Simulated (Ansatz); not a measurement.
# Nb2COS MXene monolayer in a perpendicular field, part 3 of 4

Aim: how the Nb2COS MXene monolayer screens a field along its normal, and what the field does to its bands. A positive field points along +c.

Ansatz 0.2.0; plane-wave DFT, PBE-D3(BJ), Ansatz PAW (the session's first sound run).

So far, equivalent conductor thickness p/(ε₀AE) (Å): step 9 (response, atoms held) 6.64.

## (10) Relaxing in the field, field 0.1 V/Å

This step: plane-wave DFT, PBE-D3(BJ), Ansatz PAW (Ansatz 0.2.0).

Now the atoms may follow the field. A weak field makes forces of meV/Å to tens of meV/Å, so the force tolerance is set well below the usual one.

File input.yaml:

```yaml
crystal:
  lattice:
    - [3.1734536851, 0.0, 0.0]
    - [-1.5867268426, 2.7482915091, 0.0]
    - [0.0, 0.0, 23.1780724794]
  atoms:
    - { symbol: S, position: [0.3333333333, 0.6666666667, 0.388298035] }
    - { symbol: Nb, position: [0.6666666667, 0.3333333333, 0.4602279085] }
    - { symbol: C, position: [0.0, 0.0, 0.5133245794] }
    - { symbol: Nb, position: [0.3333333333, 0.6666666667, 0.5664503854] }
    - { symbol: O, position: [0.6666666667, 0.3333333333, 0.611701965] }
kpoints:
  mp_grid: { grid: [12, 12, 1] }
hamiltonian:
  xc: pbe
  dispersion: d3bj
scf:
  occupations: { method: fermi_dirac, width: 0.05 }
  convergence: { dr2_threshold: 1.0e-10 }
efield:
  axis: 3
  dipole_correction: true
  ramp_position: 0.97
  ramp_width: 0.06
  amplitude: 0.1
relax:
  f_tol: 0.001
  max_steps: 60
output:
  write_potential: true
  write_density: true
  volumetric_format: npy
```

On the command line:

```
$ ansatz run input.yaml --threads 4 --pin off --max-ram 6144MiB --backend cpu --events-out ev --progress --plain --runs-dir out
```

What it wrote:

```text
[...]
Crystal: 5 atoms, lattice volume = 202.149 Å³
Basis set: ecut = 420 eV, 3941 PW (Γ), exchange–correlation on 48×48×320 points (8 copies of the dense FFT grid, shifted against one another)
Bands: 26, of which v1, the nominal top of the filled ones, is band 21 counted from 1 (20 counted from 0)
Symmetry: 6 space group operations
[...]
k-points: 19 of 144 (time reversal used)
[...]
SCF iter   1: F=—  HF=-10838.076573 eV  |F-HF|=—  |Δ(HF+E_count)|=         —  Δρ=1.02e-1  dr2=2.93e1  ethr=3.10e-3  p=0.035 e·Å  D=3.11e-2 V/Å  ΔV_dip=-0.72 eV  dr2_dipole=3.04e-2  V_vac-E_F(+/−)=7.22/5.85 eV  ⟨swp⟩=9.7  Hψ=3030  notcnv=0
[...]
SCF iter  13: F=-10830.398062 eV  HF=-10830.398062 eV  |F-HF|=3.64e-11  |Δ(HF+E_count)|=  7.86e-10  Δρ=7.87e-8  dr2=1.05e-11  ethr=1.00e-12  p=0.025 e·Å  D=2.24e-2 V/Å  ΔV_dip=-0.52 eV  dr2_dipole=1.74e-13  V_vac-E_F(+/−)=6.33/4.76 eV  ⟨swp⟩=8.2  Hψ=3033  notcnv=0
SCF 1 converged in 13 iterations: F = -10830.398062 eV  dr2 = 1.05e-11
[...]
relax step   1: F+E_penalty+E_count = -10830.39806212 eV  Δ(F+E_penalty+E_count) = +0.000e0 eV  max|allowed force component| = 3.730e-2 eV/Å  Δτ_max = 0.0000 Å  (13 SCF iters, accepted)
[...]
SCF iter   7: F=-10830.398101 eV  HF=-10830.398101 eV  |F-HF|=2.18e-11  |Δ(HF+E_count)|=  3.06e-10  Δρ=5.32e-8  dr2=1.30e-11  ethr=1.00e-12  p=0.026 e·Å  D=2.32e-2 V/Å  ΔV_dip=-0.54 eV  dr2_dipole=1.65e-12  V_vac-E_F(+/−)=6.31/4.76 eV  ⟨swp⟩=8.0  Hψ=2786  notcnv=0
SCF 2 converged in 7 iterations: F = -10830.398101 eV  dr2 = 1.30e-11
relax step   2: F+E_penalty+E_count = -10830.39810076 eV  Δ(F+E_penalty+E_count) = -3.864e-5 eV  max|allowed force component| = 4.397e-3 eV/Å  Δτ_max = 0.0014 Å  (7 SCF iters, accepted)
SCF iter   1: F=—  HF=-10830.398196 eV  |F-HF|=—  |Δ(HF+E_count)|=         —  Δρ=2.09e-5  dr2=1.45e-6  ethr=6.16e-8  p=0.026 e·Å  D=2.32e-2 V/Å  ΔV_dip=-0.54 eV  dr2_dipole=1.91e-7  V_vac-E_F(+/−)=6.31/4.76 eV  ⟨swp⟩=2.1  Hψ=961  notcnv=0
[...]
SCF iter   6: F=-10830.398102 eV  HF=-10830.398102 eV  |F-HF|=1.29e-10  |Δ(HF+E_count)|=  3.67e-10  Δρ=7.96e-8  dr2=3.88e-11  ethr=1.00e-12  p=0.026 e·Å  D=2.31e-2 V/Å  ΔV_dip=-0.54 eV  dr2_dipole=1.07e-11  V_vac-E_F(+/−)=6.31/4.76 eV  ⟨swp⟩=8.1  Hψ=3006  notcnv=0
SCF 3 converged in 6 iterations: F = -10830.398102 eV  dr2 = 3.88e-11
relax step   3: F+E_penalty+E_count = -10830.39810158 eV  Δ(F+E_penalty+E_count) = -8.187e-7 eV  max|allowed force component| = 1.412e-3 eV/Å  Δτ_max = 0.0003 Å  (6 SCF iters, accepted)
SCF iter   1: F=—  HF=-10830.398089 eV  |F-HF|=—  |Δ(HF+E_count)|=         —  Δρ=7.57e-6  dr2=1.62e-7  ethr=4.96e-9  p=0.026 e·Å  D=2.31e-2 V/Å  ΔV_dip=-0.54 eV  dr2_dipole=3.62e-9  V_vac-E_F(+/−)=6.31/4.76 eV  ⟨swp⟩=2.0  Hψ=1004  notcnv=0
[...]
SCF iter   6: F=-10830.398102 eV  HF=-10830.398102 eV  |F-HF|=1.09e-11  |Δ(HF+E_count)|=  3.27e-11  Δρ=2.66e-8  dr2=2.91e-12  ethr=1.00e-12  p=0.026 e·Å  D=2.31e-2 V/Å  ΔV_dip=-0.54 eV  dr2_dipole=3.82e-13  V_vac-E_F(+/−)=6.31/4.76 eV  ⟨swp⟩=7.3  Hψ=2701  notcnv=0
SCF 4 converged in 6 iterations: F = -10830.398102 eV  dr2 = 2.91e-12
relax step   4: F+E_penalty+E_count = -10830.39810173 eV  Δ(F+E_penalty+E_count) = -1.437e-7 eV  max|allowed force component| = 5.616e-4 eV/Å  Δτ_max = 0.0001 Å  (6 SCF iters, accepted)
[...]
the band table was solved once a step of the walk had ended and its energy, with any forces and stress, was formed, with the checks that follow a solve (2671 applications of the Hamiltonian). They found nothing against the state; the energy, forces and stress were not computed again (output.eigenvalues in the input reference)
[...]
SCF converged after 6 iterations
Free energy (F): -10830.398102 eV
[...]
Internal energy: -10830.380876 eV  (E = F + TS)
E sigma→0 (E₀):  -10830.389489 eV
Entropy (-TS):   -0.017226 eV (-3.445 meV/atom)
Fermi energy:    0.887242 eV
Dipole field:    D = 0.023123 V/Å  (p = 0.025832 e·Å, saw-weighted, corrected)
Work function:   not extracted (applied field tilts the vacuum); planar V_es + V_field profile in the machine report
[...]
--- Forces (eV/Å), atoms counted from 1 ---
  atom   1  S     -0.00000000     0.00000000    -0.00014306
  atom   2  Nb    -0.00000000    -0.00000000     0.00042992
  atom   3  C      0.00000000     0.00000000    -0.00056168
  atom   4  Nb     0.00000000    -0.00000000     0.00047631
  atom   5  O      0.00000000    -0.00000000    -0.00020184
  max |Σ_I F_I| component: 3.34e-7 eV/Å
--- Band table (eV; the first three rows and the last of 19) ---
  k-point 0: bands = [... 17 lower, -1.4288, 0.1246, 0.1246, 0.4644, 0.4644, 0.7137, 2.1648, 2.1648, ... 1 higher]
  k-point 1: bands = [... 17 lower, -1.3477, -0.5757, -0.3195, 0.3283, 0.9175, 1.1971, 2.1883, 2.2848, ... 1 higher]
  k-point 2: bands = [... 17 lower, -2.0735, -0.9794, -0.6654, -0.1128, 1.2706, 1.7055, 2.2360, 2.7523, ... 1 higher]
  k-point 18: bands = [... 17 lower, -3.1219, -2.6784, -2.4681, 1.3984, 1.6244, 2.2996, 2.9507, 3.3965, ... 1 higher]
--- Relaxed structure (4 steps of the walk, 4 accepted, 0 SCFs on fresh bases) ---
  F+E_penalty+E_count = -10830.39810173 eV   max|allowed force component| = 5.616e-4 eV/Å
  atoms:
    - { symbol: S, position: [0.333333, 0.666667, 0.388295] }
    - { symbol: Nb, position: [0.666667, 0.333333, 0.460235] }
    - { symbol: C, position: [0, 0, 0.513343] }
    - { symbol: Nb, position: [0.333333, 0.666667, 0.566489] }
    - { symbol: O, position: [0.666667, 0.333333, 0.611641] }
```

Run time: 7.1 s. Hardware: 4 threads of Intel Xeon Platinum 8488C (Sapphire Rapids), shared host; peak memory 0.56 GiB.

Hardly anything moved in the relaxation; the energy changed by under 0.2 meV an atom.

Read from the output:

- energy at zero smearing: -10830.3895 eV
- dipole along the normal: 0.02583 e·Å

The relaxation took 4 steps and lowered the energy by 4.0e-5 eV; the largest force on the free atoms ends at 5.6e-4 eV/Å.

The dipole is 0.0258 e·Å, 0.0330 e·Å from its value without field.

## (11) Relaxing in the field, field -0.1 V/Å

The opposite sign, again from the field-free geometry; the difference of the two cancels what relaxes without a field.

input.yaml: that of step 10 with these lines changed.

```diff
@@ -24,3 +24,3 @@
   ramp_width: 0.06
-  amplitude: 0.1
+  amplitude: -0.1
 relax:
```

What it wrote:

```text
[...]
Crystal: 5 atoms, lattice volume = 202.149 Å³
Basis set: ecut = 420 eV, 3941 PW (Γ), exchange–correlation on 48×48×320 points (8 copies of the dense FFT grid, shifted against one another)
Bands: 26, of which v1, the nominal top of the filled ones, is band 21 counted from 1 (20 counted from 0)
Symmetry: 6 space group operations
[...]
--- Relaxed structure (3 steps of the walk, 3 accepted, 0 SCFs on fresh bases) ---
  F+E_penalty+E_count = -10830.39950190 eV   max|allowed force component| = 5.715e-4 eV/Å
  atoms:
    - { symbol: S, position: [0.333333, 0.666667, 0.388290] }
    - { symbol: Nb, position: [0.666667, 0.333333, 0.460217] }
    - { symbol: C, position: [0, 0, 0.513311] }
    - { symbol: Nb, position: [0.333333, 0.666667, 0.566414] }
    - { symbol: O, position: [0.666667, 0.333333, 0.611771] }
[key lines of the parts left out:]
SCF converged after 5 iterations
Free energy (F): -10830.399502 eV
Fermi energy:    0.906941 eV
Dipole field:    D = -0.035648 V/Å  (p = -0.039824 e·Å, saw-weighted, corrected)
```

Wall time 5.9 s (4 threads); peak memory 0.57 GiB.

No atom moved by 0.005 Å in the relaxation.

Numbers from this step:

- energy at zero smearing: -10830.3909 eV
- dipole along the normal: -0.03982 e·Å

The relaxation took 3 steps and lowered the energy by 4.2e-5 eV; the largest force on the free atoms ends at 5.7e-4 eV/Å.

The dipole is -0.0398 e·Å, -0.0326 e·Å from its value without field.

## (12) Response, atoms relaxed

This step: plane-wave DFT, PBE-D3(BJ), Ansatz PAW; response to a field along the normal, atoms relaxed (Ansatz 0.2.0).

The same analysis on the two relaxed runs holds the ionic part too; their mesh is coarser, so small differences from the held value can come from that.

This step gave:

| Item | Value |
| --- | --- |
| equivalent conductor thickness p/(ε₀AE) | 6.811 Å |
| distance between the outer atoms | 5.180 Å |

The dipole of the cell by applied field:

```tsv
applied field (V/Å)	dipole of the cell (e·Å)
-0.1000	-0.0398
0.1000	0.0258
```

Local field over the applied field, running mean. From the potentials at -0.1 and 0.1 V/Å; running mean over 2.5 Å. Table of local field over applied field by z:

```tsv
z (Å)	local field over applied field
4.5	0.999
5.0	0.997
5.5	0.991
6.0	0.974
6.5	0.929
7.0	0.831
7.5	0.674
8.0	0.497
8.5	0.325
9.0	0.183
9.5	0.0675
10.0	0.0288
10.5	0.0399
11.0	0.0489
11.5	0.0731
12.0	-0.0179
12.5	-0.142
13.0	-0.00465
13.5	0.106
14.0	0.136
14.5	0.408
15.0	0.719
15.5	0.752
16.0	0.823
16.5	0.956
17.0	0.988
17.5	0.997
18.0	0.999
18.5	1.000
19.0	1.000
```

Electrons, planar mean, per unit field. Induced electron density against z:

z (Å), induced electron density (e/Å³ per V/Å) and a bar from the least value:
```
      4.5     0.0000 ###############
      5.0     0.0000 ###############
      5.5     0.0000 ###############
      6.0     0.0001 ###############
      6.5     0.0003 ###############
      7.0     0.0009 ################
      7.5     0.0022 #################
      8.0     0.0035 ##################
      8.5     0.0020 #################
      9.0     0.0007 ################
      9.5     0.0002 ###############
     10.0    -0.0030 #############
     10.5    -0.0012 ##############
     11.0     0.0014 ################
     11.5    -0.0005 ###############
     12.0    -0.0018 ##############
     12.5    -0.0105 #######
     13.0    -0.0019 ##############
     13.5     0.0206 ##############################
     14.0     0.0175 ############################
     14.5    -0.0208 
     15.0    -0.0082 #########
     15.5    -0.0021 ##############
     16.0    -0.0006 ###############
     16.5    -0.0002 ###############
     17.0     0.0000 ###############
     17.5     0.0000 ###############
     18.0     0.0000 ###############
```

The induced dipole is that of a conductor 6.81 Å thick.

## (13) Same geometry, cutoff 420 eV, functional LDA

This step: plane-wave DFT, LDA, Ansatz PAW (Ansatz 0.2.0).

The geometry is kept and the functional is LDA; other changes against the main runs: SCF threshold 1.0e-10 → 1.0e-09 eV, k-mesh 18×18×1 → 6×6×1 and no dispersion term, which doesn't act on the electrons.

input.yaml, the sections that differ from step 11:

```yaml
kpoints:
  mp_grid: { grid: [6, 6, 1] }
hamiltonian:
  xc: lda
scf:
  occupations: { method: fermi_dirac, width: 0.05 }
  convergence: { dr2_threshold: 1.0e-09 }
efield:
  axis: 3
  dipole_correction: true
  ramp_position: 0.97
  ramp_width: 0.06
  amplitude: 0.1
# crystal, output: as in step 11
# relax: removed
```

What it wrote:

```text
[...]
Crystal: 5 atoms, lattice volume = 202.149 Å³
Basis set: ecut = 420 eV, 3941 PW (Γ)
Bands: 26, of which v1, the nominal top of the filled ones, is band 21 counted from 1 (20 counted from 0)
Symmetry: 6 space group operations
[...]
k-points: 7 of 36 (time reversal used)
[...]
SCF iter   1: F=—  HF=-10564.498416 eV  |F-HF|=—  |Δ(HF+E_count)|=         —  Δρ=9.99e-2  dr2=2.81e1  ethr=3.10e-3  p=0.035 e·Å  D=3.11e-2 V/Å  ΔV_dip=-0.72 eV  dr2_dipole=2.08e-2  V_vac-E_F(+/−)=7.57/6.19 eV  ⟨swp⟩=9.9  Hψ=1136  notcnv=0
[...]
SCF iter  12: F=-10556.973224 eV  HF=-10556.973224 eV  |F-HF|=6.17e-9  |Δ(HF+E_count)|=   3.56e-8  Δρ=3.29e-7  dr2=1.48e-10  ethr=2.38e-12  p=0.021 e·Å  D=1.90e-2 V/Å  ΔV_dip=-0.44 eV  dr2_dipole=6.09e-12  V_vac-E_F(+/−)=6.88/5.23 eV  ⟨swp⟩=6.9  Hψ=669  notcnv=0
SCF 1 converged in 12 iterations: F = -10556.973224 eV  dr2 = 1.48e-10
[...]
SCF converged after 12 iterations
Free energy (F): -10556.973224 eV
[...]
Internal energy: -10556.963663 eV  (E = F + TS)
E sigma→0 (E₀):  -10556.968444 eV
Entropy (-TS):   -0.009562 eV (-1.912 meV/atom)
Fermi energy:    0.378900 eV
Dipole field:    D = 0.018976 V/Å  (p = 0.021198 e·Å, saw-weighted, corrected)
Work function:   not extracted (applied field tilts the vacuum); planar V_es + V_field profile in the machine report
[...]
--- Band table (eV; the first three rows and the last of 7) ---
  k-point 0: bands = [... 17 lower, -1.7073, -0.1976, -0.1976, 0.1981, 0.1981, 0.4034, 1.8475, 1.8475, ... 1 higher]
  k-point 1: bands = [... 17 lower, -2.3638, -1.2460, -0.9453, -0.4198, 0.9582, 1.3970, 1.9170, 2.4466, ... 1 higher]
  k-point 2: bands = [... 17 lower, -3.1152, -1.8159, -1.1018, -1.0117, 1.7976, 1.8292, 2.4612, 3.2069, ... 1 higher]
  k-point 6: bands = [... 17 lower, -3.4277, -2.9607, -2.6965, 1.0813, 1.2866, 1.9891, 2.6519, 3.0801, ... 1 higher]
```

It took 1.3 s on 4 threads; peak memory 0.5 GiB.

This step gave:

```
energy at zero smearing : -10556.9684 eV
dipole along the normal : 0.02120 e·Å
```

The dipole is 0.0212 e·Å.

## (14) Same geometry, cutoff 420 eV, functional LDA (run 2)

The same run in the opposite field.

input.yaml: that of step 13 with these lines changed.

```diff
@@ -23,3 +23,3 @@
   ramp_width: 0.06
-  amplitude: 0.1
+  amplitude: -0.1
 output:
```

What it wrote:

```text
[...]
Crystal: 5 atoms, lattice volume = 202.149 Å³
Basis set: ecut = 420 eV, 3941 PW (Γ)
Bands: 26, of which v1, the nominal top of the filled ones, is band 21 counted from 1 (20 counted from 0)
Symmetry: 6 space group operations
[...]
k-points: 7 of 36 (time reversal used)
[...]
k-point 0: bands = [... 17 lower, -1.6570, -0.1654, -0.1654, 0.2395, 0.2395, 0.4370, 1.8823, 1.8823, ... 1 higher]
  k-point 1: bands = [... 17 lower, -2.3283, -1.1975, -0.9028, -0.3826, 0.9927, 1.4342, 1.9504, 2.4812, ... 1 higher]
  k-point 2: bands = [... 17 lower, -3.0856, -1.7674, -1.0722, -0.9664, 1.8310, 1.8612, 2.4972, 3.2472, ... 1 higher]
  k-point 6: bands = [... 17 lower, -3.4134, -2.9190, -2.6373, 1.1170, 1.3164, 2.0227, 2.6922, 3.1217, ... 1 higher]
[key lines of the parts left out:]
SCF converged after 12 iterations
Free energy (F): -10556.975411 eV
Fermi energy:    0.414615 eV
Dipole field:    D = -0.038545 V/Å  (p = -0.043060 e·Å, saw-weighted, corrected)
```

Elapsed: 1.3 s, on 4 threads; peak memory 0.5 GiB.

The dipole is -0.0431 e·Å.

## (15) Response at this level

This step: plane-wave DFT, LDA, Ansatz PAW; response to a field along the normal, atoms held (Ansatz 0.2.0).

The two signs of the field give the slope at this level.

This step gave:

- equivalent conductor thickness p/(ε₀AE): 6.666 Å
- distance between the outer atoms: 5.178 Å

The induced dipole is that of a conductor 6.67 Å thick.

## (16) Same geometry, cutoff 420 eV, functional PBE

This step: plane-wave DFT, PBE, Ansatz PAW (Ansatz 0.2.0).

The geometry is kept and the functional is PBE; other changes against the main runs: SCF threshold 1.0e-10 → 1.0e-09 eV, k-mesh 18×18×1 → 6×6×1 and no dispersion term, which doesn't act on the electrons.

input.yaml: that of step 14 with these lines changed.

```diff
@@ -14,3 +14,3 @@
 hamiltonian:
-  xc: lda
+  xc: pbe
 scf:
@@ -23,3 +23,3 @@
   ramp_width: 0.06
-  amplitude: -0.1
+  amplitude: 0.1
 output:
```

What it wrote:

```text
[...]
Crystal: 5 atoms, lattice volume = 202.149 Å³
Basis set: ecut = 420 eV, 3941 PW (Γ)
Bands: 26, of which v1, the nominal top of the filled ones, is band 21 counted from 1 (20 counted from 0)
Symmetry: 6 space group operations
[...]
k-points: 7 of 36 (time reversal used)
[...]
k-point 0: bands = [... 17 lower, -1.4197, 0.1146, 0.1146, 0.4692, 0.4692, 0.7079, 2.1642, 2.1642, ... 1 higher]
  k-point 1: bands = [... 17 lower, -2.0735, -0.9708, -0.6568, -0.1171, 1.2601, 1.7015, 2.2309, 2.7527, ... 1 higher]
  k-point 2: bands = [... 17 lower, -2.8279, -1.5501, -0.7997, -0.7369, 2.1069, 2.1509, 2.7777, 3.5239, ... 1 higher]
  k-point 6: bands = [... 17 lower, -3.1296, -2.6787, -2.4468, 1.3922, 1.6090, 2.3007, 2.9627, 3.3978, ... 1 higher]
[key lines of the parts left out:]
SCF converged after 12 iterations
Free energy (F): -10828.822326 eV
Fermi energy:    0.683058 eV
Dipole field:    D = 0.024716 V/Å  (p = 0.027612 e·Å, saw-weighted, corrected)
```

It took 1.4 s on 4 threads; peak memory 0.51 GiB; 4.7 s of CPU time.

The dipole is 0.0276 e·Å.

## (17) Same geometry, cutoff 420 eV, functional PBE (run 2)

The same run in the opposite field.

input.yaml: that of step 16 with these lines changed.

```diff
@@ -23,3 +23,3 @@
   ramp_width: 0.06
-  amplitude: 0.1
+  amplitude: -0.1
 output:
```

What it wrote:

```text
[...]
Crystal: 5 atoms, lattice volume = 202.149 Å³
Basis set: ecut = 420 eV, 3941 PW (Γ)
Bands: 26, of which v1, the nominal top of the filled ones, is band 21 counted from 1 (20 counted from 0)
Symmetry: 6 space group operations
[...]
k-points: 7 of 36 (time reversal used)
[...]
k-point 0: bands = [... 17 lower, -1.3707, 0.1461, 0.1461, 0.5100, 0.5100, 0.7406, 2.1982, 2.1982, ... 1 higher]
  k-point 1: bands = [... 17 lower, -2.0386, -0.9228, -0.6149, -0.0810, 1.2938, 1.7377, 2.2637, 2.7865, ... 1 higher]
  k-point 2: bands = [... 17 lower, -2.7992, -1.5022, -0.7709, -0.6921, 2.1394, 2.1822, 2.8125, 3.5636, ... 1 higher]
  k-point 6: bands = [... 17 lower, -3.1165, -2.6369, -2.3880, 1.4270, 1.6383, 2.3334, 3.0022, 3.4387, ... 1 higher]
[key lines of the parts left out:]
SCF converged after 12 iterations
Free energy (F): -10828.823220 eV
Fermi energy:    0.717801 eV
Dipole field:    D = -0.032721 V/Å  (p = -0.036554 e·Å, saw-weighted, corrected)
```

Wall time 1.4 s (4 threads); peak memory 0.51 GiB.

The dipole is -0.0366 e·Å.

## (18) Response at this level

This step: plane-wave DFT, PBE, Ansatz PAW; response to a field along the normal, atoms held (Ansatz 0.2.0).

The induced dipole is that of a conductor 6.66 Å thick.

## (19) Same geometry, cutoff 500 eV, functional r2SCAN

This step: plane-wave DFT, r2SCAN, Ansatz PAW (Ansatz 0.2.0).

The geometry is kept and the functional is r2SCAN; other changes against the main runs: SCF threshold 1.0e-10 → 1.0e-09 eV, cutoff 420 → 500, k-mesh 18×18×1 → 6×6×1 and no dispersion term, which doesn't act on the electrons.

input.yaml: that of step 17 with these lines changed.

```diff
@@ -14,3 +14,3 @@
 hamiltonian:
-  xc: pbe
+  xc: r2scan
 scf:
@@ -23,3 +23,3 @@
   ramp_width: 0.06
-  amplitude: -0.1
+  amplitude: 0.1
 output:
```

What it wrote:

```text
[...]
Crystal: 5 atoms, lattice volume = 202.149 Å³
Basis set: ecut = 500 eV, 5095 PW (Γ), exchange–correlation on 96×96×720 points (64 copies of the dense FFT grid, shifted against one another)
Bands: 26, of which v1, the nominal top of the filled ones, is band 21 counted from 1 (20 counted from 0)
Symmetry: 6 space group operations
[...]
k-points: 7 of 36 (time reversal used)
[...]
k-point 0: bands = [... 17 lower, -1.7123, 0.0087, 0.0087, 0.2603, 0.2603, 0.6344, 2.1657, 2.1657, ... 1 higher]
  k-point 1: bands = [... 17 lower, -2.3741, -1.2110, -0.8710, -0.2356, 1.1860, 1.6661, 2.2368, 2.7522, ... 1 higher]
  k-point 2: bands = [... 17 lower, -3.1930, -1.8432, -0.9921, -0.9614, 2.0887, 2.1732, 2.8219, 3.5892, ... 1 higher]
  k-point 6: bands = [... 17 lower, -3.5164, -3.0046, -2.7635, 1.3489, 1.6087, 2.3043, 3.0001, 3.4528, ... 1 higher]
[key lines of the parts left out:]
SCF converged after 11 iterations
Free energy (F): -10857.611840 eV
Fermi energy:    0.601039 eV
Dipole field:    D = 0.026040 V/Å  (p = 0.029090 e·Å, saw-weighted, corrected)
```

Run time: 3.2 s. Hardware: 4 threads; peak memory 0.85 GiB; 12 s of CPU time.

The dipole is 0.0291 e·Å.

(Part 3 of 4 ends here.)

[Long decimals in the printed logs are rounded to 6 places.]

[Logs are printed without paths, hosts, clocks, repeated set-up lines and the standing remarks that a program may print on its own settings, such as how far it seeks lower states.]

[Hosts, paths, dates, database ids (printed as entryN), source tags and the programs' standing remarks are cut or masked in the printed files.]

[Maps of the electrostatic potential energy from Ansatz leave out the sawtooth potential of an applied field or a dipole correction, so their vacuum need not be flat; planar profiles and work functions include it.]
